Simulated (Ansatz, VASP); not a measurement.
**Ta in VASP and in Ansatz**

Contents of run.py:

```python
from ase.calculators.vasp import Vasp
from ase.dft.bandgap import bandgap
from ase.io import read

atoms = read('Ta.xyz')
calc = Vasp(
    directory='calc',
    xc='lda',
    pp='LDA',
    setups='gw',
    prec='Accurate',
    encut=550,
    ediff=1e-07,
    ismear=0,
    sigma=0.05,
    lreal=False,
    lasph=True,
    nelm=60,
    algo='Normal',
    isif=2,
    lwave=False,
    lcharg=True,
    lelf=True,
    lvhar=True,
    kpts=[11, 11, 11],
    gamma=True,
    nbands=12,
)
atoms.calc = calc

print('energy (eV):', atoms.get_potential_energy())
print('free energy (eV):', atoms.get_potential_energy(force_consistent=True))
print('forces (eV/A):')
print(atoms.get_forces())
print('stress (eV/A^3, Voigt):', atoms.get_stress())
print('Fermi level (eV):', calc.get_fermi_level())
gap, top, bottom = bandgap(calc)
print('band gap (eV):', gap, 'from (spin, k, band)', top, 'to', bottom)
```

Contents of Ta.xyz:

```xyz
1
Lattice="-1.6512800000 1.6512800000 1.6512800000 1.6512800000 -1.6512800000 1.6512800000 1.6512800000 1.6512800000 -1.6512800000" Properties=species:S:1:pos:R:3 pbc="T T T"
Ta     0.0000000000      0.0000000000      0.0000000000
```

input.yaml

```yaml
crystal:
  lattice:
    - [-1.65128, 1.65128, 1.65128]
    - [1.65128, -1.65128, 1.65128]
    - [1.65128, 1.65128, -1.65128]
  atoms:
    - { symbol: Ta, position: [0.0, 0.0, 0.0] }
hamiltonian:
  xc: lda
  pseudopotentials: { kind: paw }
kpoints:
  mp_grid: { grid: [11, 11, 11] }
scf:
  occupations: { method: gaussian, width: 0.05 }
output:
  forces: true
  stress: true
  eigenvalues: true
```

Alike in both runs: task single point; functional LDA; k mesh 11 × 11 × 11; occupations gaussian, width 0.05 eV; no spin polarisation.

|  | VASP | Ansatz |
| --- | --- | --- |
| version | VASP 6.6.1 | Ansatz 0.2.0 |
| potentials or method | VASP PAW LDA potentials, release 64 (Ta_sv_GW) | Ansatz PAW |
| plane-wave cutoff (eV) | 550 | 420 |
| valence electrons in the cell | 13 | 13 |

```tsv
	VASP	Ansatz	Ansatz less VASP
gap on the k mesh at the Fermi level (eV)	none	none	-
pressure (GPa)	-9.4	-9.5	-0.10
```

A gap of «none» marks a metal or a gap that the smearing closes.

Caveats: the PAW data sets come from PBE, with cores solved anew for the run's functional, which leaves a small shift of forces and pressure (Ansatz). The runs have no spin-orbit coupling, so splittings on Ta are missing.
